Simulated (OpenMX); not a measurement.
# MgO (Fm-3m) in OpenMX: notebook, part 3 of 3

OpenMX 3.8.5. Earlier steps stand in the parts before.

## 5. Single point, LDA, 9.22 Å³/atom

MgO.dat

```
System.CurrrentDirectory             ./
System.Name                          MgO
DATA.PATH                            ./DFT_DATA13
level.of.stdout                      1
level.of.fileout                     0
Species.Number                       2
<Definition.of.Atomic.Species
  Mg  Mg7.0-s3p2d1           Mg_CA13
  O   O6.0-s2p2d1            O_CA13
Definition.of.Atomic.Species>

Atoms.Number                         2
Atoms.SpeciesAndCoordinates.Unit     FRAC
<Atoms.SpeciesAndCoordinates
    1  Mg    0.0000000000    0.0000000000    0.0000000000   4.000  4.000
    2  O     0.5000000000    0.5000000000    0.5000000000   3.000  3.000
Atoms.SpeciesAndCoordinates>

Atoms.UnitVectors.Unit               Ang
<Atoms.UnitVectors
     0.0000000000    2.0970013927    2.0970013927
     2.0970013927    0.0000000000    2.0970013927
     2.0970013927    2.0970013927    0.0000000000
Atoms.UnitVectors>

scf.XcType                           LDA
scf.SpinPolarization                 off
scf.ElectronicTemperature            580.226
scf.energycutoff                     500.0
scf.maxIter                          100
scf.EigenvalueSolver                 band
scf.Kgrid                            11 11 11
scf.Mixing.Type                      rmm-diisk
scf.Init.Mixing.Weight               0.05
scf.Min.Mixing.Weight                0.001
scf.Max.Mixing.Weight                0.3
scf.Mixing.History                   25
scf.Mixing.StartPulay                8
scf.criterion                        1.0e-8
MD.Type                              nomd
```

Potentials or basis: OpenMX 2013 LDA set, Mg7.0-s3p2d1, O6.0-s2p2d1, fixed grid of 32 × 32 × 32 points.

On the command line:

```console
openmx MgO.dat -nt 1 > MgO.std
```

It took 3.7 min on 1 thread of Intel Xeon Platinum 8259CL at 2.50GHz (Skylake/Cascade Lake), shared host; peak memory 0.6 GiB.

Results (log left out):

```
Free energy            : -1518.1482 eV
Band gap on the k mesh : 5.02 eV, direct
Mulliken charges       : Mg +0.56; O -0.56 e
```

Caveat: Mulliken charges move with the basis; the basis of atomic orbitals isn't converged, which shifts pressures, moduli and gaps.

## 6. Single point, LDA, 9.04 Å³/atom (volume scaled by 0.98)

Edit MgO.dat of step 5 so:

```diff
@@ -20,5 +20,5 @@
 <Atoms.UnitVectors
-     0.0000000000    2.0970013927    2.0970013927
-     2.0970013927    0.0000000000    2.0970013927
-     2.0970013927    2.0970013927    0.0000000000
+     0.0000000000    2.0829271338    2.0829271338
+     2.0829271338    0.0000000000    2.0829271338
+     2.0829271338    2.0829271338    0.0000000000
 Atoms.UnitVectors>
@@ -28,3 +28,2 @@
 scf.ElectronicTemperature            580.226
-scf.energycutoff                     500.0
 scf.maxIter                          100
@@ -40 +39,3 @@
 MD.Type                              nomd
+scf.Ngrid                            32 32 32
+scf.energycutoff                     500.0
```

Potentials or basis: OpenMX 2013 LDA set, Mg7.0-s3p2d1, O6.0-s2p2d1, fixed grid of 32 × 32 × 32 points.

On the command line:

```console
openmx MgO.dat -nt 1 > MgO.std
```

Wall time 3.8 min (1 thread of Intel Xeon Platinum 8259CL at 2.50GHz (Skylake/Cascade Lake), shared host); peak memory 0.61 GiB.

Results (log left out):

| Property | Result |
| --- | --- |
| Free energy | -1518.1468 eV |
| Band gap on the k mesh | 5.23 eV, direct |
| Mulliken charges | Mg +0.56; O -0.56 e |

Caveat: Mulliken charges move with the basis; the basis of atomic orbitals isn't converged, which shifts pressures, moduli and gaps.

## 7. Single point, LDA, 9.41 Å³/atom (volume scaled by 1.02)

Edit MgO.dat of step 6 so:

```diff
@@ -20,5 +20,5 @@
 <Atoms.UnitVectors
-     0.0000000000    2.0829271338    2.0829271338
-     2.0829271338    0.0000000000    2.0829271338
-     2.0829271338    2.0829271338    0.0000000000
+     0.0000000000    2.1108892239    2.1108892239
+     2.1108892239    0.0000000000    2.1108892239
+     2.1108892239    2.1108892239    0.0000000000
 Atoms.UnitVectors>
```

On the command line:

```console
openmx MgO.dat -nt 1 > MgO.std
```

It took 3.8 min on 1 thread of Intel Xeon Platinum 8259CL at 2.50GHz (Skylake/Cascade Lake), shared host; peak memory 0.59 GiB.

It converged, with:

| Property | Result |
| --- | --- |
| Free energy | -1518.1425 eV |
| Band gap on the k mesh | 4.82 eV, direct |
| Mulliken charges | Mg +0.56; O -0.56 e |

Caveat: Mulliken charges move with the basis; the basis of atomic orbitals isn't converged, which shifts pressures, moduli and gaps.

## 8. Single point, LDA, 8.85 Å³/atom (volume scaled by 0.96)

Edit MgO.dat of step 7 so:

```diff
@@ -20,5 +20,5 @@
 <Atoms.UnitVectors
-     0.0000000000    2.1108892239    2.1108892239
-     2.1108892239    0.0000000000    2.1108892239
-     2.1108892239    2.1108892239    0.0000000000
+     0.0000000000    2.0686600618    2.0686600618
+     2.0686600618    0.0000000000    2.0686600618
+     2.0686600618    2.0686600618    0.0000000000
 Atoms.UnitVectors>
```

On the command line:

```console
openmx MgO.dat -nt 1 > MgO.std
```

Run time: 4.4 min. Hardware: 1 thread of Intel Xeon Platinum 8259CL at 2.50GHz (Skylake/Cascade Lake), shared host; peak memory 0.63 GiB.

The run converged. Its results:

```yaml
Free_energy: -1518.1374 eV
Band_gap_on_the_k_mesh: 5.44 eV, direct
Mulliken_charges: Mg +0.56; O -0.56 e
```

Caveat: Mulliken charges move with the basis; the basis of atomic orbitals isn't converged, which shifts pressures, moduli and gaps.

## 9. Single point, LDA, 9.59 Å³/atom (volume scaled by 1.04)

Edit MgO.dat of step 8 so:

```diff
@@ -20,5 +20,5 @@
 <Atoms.UnitVectors
-     0.0000000000    2.0686600618    2.0686600618
-     2.0686600618    0.0000000000    2.0686600618
-     2.0686600618    2.0686600618    0.0000000000
+     0.0000000000    2.1245966808    2.1245966808
+     2.1245966808    0.0000000000    2.1245966808
+     2.1245966808    2.1245966808    0.0000000000
 Atoms.UnitVectors>
```

Potentials or basis: OpenMX 2013 LDA set, Mg7.0-s3p2d1, O6.0-s2p2d1, fixed grid of 32 × 32 × 32 points.

On the command line:

```console
openmx MgO.dat -nt 1 > MgO.std
```

Wall time 3.8 min (1 thread of Intel Xeon Platinum 8259CL at 2.50GHz (Skylake/Cascade Lake), shared host); peak memory 0.59 GiB.

The run converged. Its results:

- Free energy: -1518.1310 eV
- Band gap on the k mesh: 4.63 eV, direct
- Mulliken charges: Mg +0.56; O -0.56 e

Caveat: Mulliken charges move with the basis; the basis of atomic orbitals isn't converged, which shifts pressures, moduli and gaps.

## 10. Single point, LDA, 8.67 Å³/atom (volume scaled by 0.94)

Edit MgO.dat of step 9 so:

```diff
@@ -20,5 +20,5 @@
 <Atoms.UnitVectors
-     0.0000000000    2.1245966808    2.1245966808
-     2.1245966808    0.0000000000    2.1245966808
-     2.1245966808    2.1245966808    0.0000000000
+     0.0000000000    2.0541934342    2.0541934342
+     2.0541934342    0.0000000000    2.0541934342
+     2.0541934342    2.0541934342    0.0000000000
 Atoms.UnitVectors>
```

On the command line:

```console
openmx MgO.dat -nt 1 > MgO.std
```

Wall time 4.4 min (1 thread of Intel Xeon Platinum 8259CL at 2.50GHz (Skylake/Cascade Lake), shared host); peak memory 0.64 GiB.

Results (log left out):

```yaml
Free_energy: -1518.1201 eV
Band_gap_on_the_k_mesh: 5.66 eV, direct
Mulliken_charges: Mg +0.56; O -0.56 e
```

Caveat: Mulliken charges move with the basis; the basis of atomic orbitals isn't converged, which shifts pressures, moduli and gaps.

## 11. Single point, LDA, 9.77 Å³/atom (volume scaled by 1.06)

Edit MgO.dat of step 10 so:

```diff
@@ -20,5 +20,5 @@
 <Atoms.UnitVectors
-     0.0000000000    2.0541934342    2.0541934342
-     2.0541934342    0.0000000000    2.0541934342
-     2.0541934342    2.0541934342    0.0000000000
+     0.0000000000    2.1381295086    2.1381295086
+     2.1381295086    0.0000000000    2.1381295086
+     2.1381295086    2.1381295086    0.0000000000
 Atoms.UnitVectors>
```

On the command line:

```console
openmx MgO.dat -nt 1 > MgO.std
```

Run time: 3.8 min. Hardware: 1 thread of Intel Xeon Platinum 8259CL at 2.50GHz (Skylake/Cascade Lake), shared host; peak memory 0.58 GiB.

The run converged. Its results:

```
Free energy            : -1518.1135 eV
Band gap on the k mesh : 4.45 eV, direct
Mulliken charges       : Mg +0.56; O -0.56 e
```

Caveat: Mulliken charges move with the basis; the basis of atomic orbitals isn't converged, which shifts pressures, moduli and gaps.

## 12. Equation of state, LDA

Potentials or basis: OpenMX 2013 LDA set, Mg7.0-s3p2d1, O6.0-s2p2d1, fixed grid of 32 × 32 × 32 points.

No new run: the results of the series are fitted here.

Results (log left out):

```yaml
Equilibrium_volume: 9.17 Å³/atom
Bulk_modulus: 153 GPa
Pressure_derivative_of_the_bulk_modulus: "3.8 (rough: it moves with the points fitted)"
```

Energy against volume, from the lowest point:
| volume (Å³/atom) | energy (meV/atom) |
| --- | --- |
| 8.668 | 14.04 |
| 8.853 | 5.42 |
| 9.037 | 0.72 |
| 9.221 | 0.00 |
| 9.406 | 2.85 |
| 9.590 | 8.60 |
| 9.775 | 17.34 |

Caveat: volumes in these bases differ from converged ones by about 1 %, for some elements by several; the basis of atomic orbitals isn't converged, which shifts pressures, moduli and gaps.

## 13. Summary

| task | level | potentials or basis | max SCF cycles | grid points, held for all volumes | gap on the mesh (eV) | pressure (GPa) |
| --- | --- | --- | --- | --- | --- | --- |
| band structure | PBE | OpenMX 2013 PBE set, Mg7.0-s3p2d1, O6.0-s2p2d1, grid cutoff 500 Ry | 100 | - | 5.09 | 9.6 |
| band structure | PBE | OpenMX 2013 PBE set, Mg7.0-s3p2d2, O6.0-s3p2d2, grid cutoff 500 Ry | 100 | - | 4.86 | 7.8 |
| band structure | LDA | OpenMX 2013 LDA set, Mg7.0-s3p2d1, O6.0-s2p2d1, grid cutoff 500 Ry | 100 | - | 5.02 | -1.0 |
| equation of state | LDA | OpenMX 2013 LDA set, Mg7.0-s3p2d1, O6.0-s2p2d1, fixed grid of 32 × 32 × 32 points | - | 32 × 32 × 32 | - | - |

Alike in all rows: no spin polarisation; cell as given; k mesh 11 × 11 × 11; smearing fermi-dirac 0.05 eV.

Caveats: the basis of atomic orbitals isn't converged, which shifts pressures, moduli and gaps; volumes in these bases differ from converged ones by about 1 %, for some elements by several (some runs).

Total energies depend on the potentials used, so only differences within one code and one set of settings carry meaning.

## 14. Against experiment

Step 4. A measured gap of MgO is 7.83 eV (quoted in “Electronic structure of alkaline earth and post-transition metal oxides”, 2009, arxiv:0908.1581); the calculated 5.02 eV misses it by -2.81 eV. The value is that of LDA in an atomic basis (OpenMX 2013 LDA set, Mg7.0-s3p2d1, O6.0-s2p2d1, grid cutoff 500 Ry), whose error adds to the functional's,, without temperature or zero-point motion. Semilocal functionals fall short of measured gaps as a rule. The cell is a database's relaxed one, not the measured one, which moves gaps too.
